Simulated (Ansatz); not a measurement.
SiC: a sublattice moved along a line

Method: DFT r2SCAN, scalar-relativistic, plane waves, PAW in Ansatz 0.2.0. Settings: plane waves to 500 eV, k-mesh 12×12×12 (Γ-centred), Gaussian smearing 0.05 eV. No spin polarisation. Energies are free energies at this smearing, counted from the undisturbed cell; pressure is positive in compression.

The starting cell (as given, not relaxed at this level; it stands at 1.3 GPa):

```
Si C
1.0
     0.00000    2.17400    2.17400
     2.17400    0.00000    2.17400
     2.17400    2.17400    0.00000
Si C
1 1
Direct
  0.00000 0.00000 0.00000
  0.75000 0.75000 0.75000
```

Every Si atom is moved by x along the Cartesian unit vector (0.000, -0.707, -0.707); the cell and all other atoms stay fixed.

```tsv
x (Å)	ΔE (meV/cell)
-0.5000	2723.1
-0.2500	639.1
0.0000	0.0
0.0625	39.1
0.1250	157.1
0.1875	356.0
0.3125	1011.2
0.3750	1478.0
0.4375	2046.0
```

(1) Predict the gap on the mesh (eV) at each point.

Answers

(1)
```
  x (Å) gap on the mesh (eV)
-0.5000                  0.00
-0.2500                  0.51
 0.0000                  1.71
 0.0625                  1.39
 0.1250                  1.09
 0.1875                  0.79
 0.3125                  0.26
 0.3750                  0.03
 0.4375                  0.00
```
Where the gap reads zero the k-mesh, chosen for the insulator, is on the coarse side.